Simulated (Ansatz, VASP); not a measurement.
# Mo in VASP and in Ansatz

Contents of INCAR:

```
PREC = Accurate ; ENCUT = 520
EDIFF = 1E-7 ; ISMEAR = 0
SIGMA = 0.012 ; LREAL = F
LASPH = T ; NELM = 100
ALGO = Fast ; ISIF = 2
LWAVE = F ; LCHARG = F
GGA = PE ; NBANDS = 13
```

Contents of KPOINTS:

```
Automatic mesh
0
Gamma
  12 12 12
```

File POSCAR:

```
Mo
1.0
   -1.5838089719      1.5838089719      1.5838089719
    1.5838089719     -1.5838089719      1.5838089719
    1.5838089719      1.5838089719     -1.5838089719
Mo
1
Direct
    0.0000000000      0.0000000000      0.0000000000
```

Contents of input.yaml:

```yaml
crystal:
  lattice:
    - [-1.5838089719, 1.5838089719, 1.5838089719]
    - [1.5838089719, -1.5838089719, 1.5838089719]
    - [1.5838089719, 1.5838089719, -1.5838089719]
  atoms:
    - { symbol: Mo, position: [0.0, 0.0, 0.0] }
kpoints:
  mp_grid: { grid: [12, 12, 12] }
scf:
  occupations: { method: gaussian, width: 0.012 }
hamiltonian:
  xc: pbe
  pseudopotentials: { kind: all_electron, lapw: { basis_error: 0.001 } }
output:
  forces: true
  stress: true
  eigenvalues: true
```

Alike in both runs: task single point; functional PBE; k mesh 12 × 12 × 12; occupations gaussian, width 0.012 eV; no spin polarisation.

```csv
,VASP,Ansatz
version,VASP 6.6.1,Ansatz 0.2.0
potentials or method,"VASP PAW PBE potentials, release 64 (Mo_sv)","all-electron LAPW, scalar-relativistic"
plane-wave cutoff (eV),520,see its input
```

|  | VASP | Ansatz | Ansatz less VASP |
| --- | --- | --- | --- |
| gap on the k mesh at the Fermi level (eV) | none | none | - |
| pressure (GPa) | -1.4 | -1.9 | -0.52 |

A gap of «none» marks a metal or a gap that the smearing closes. Ansatz ran all-electron here, so the differences hold the error of VASP's frozen core and of both bases.
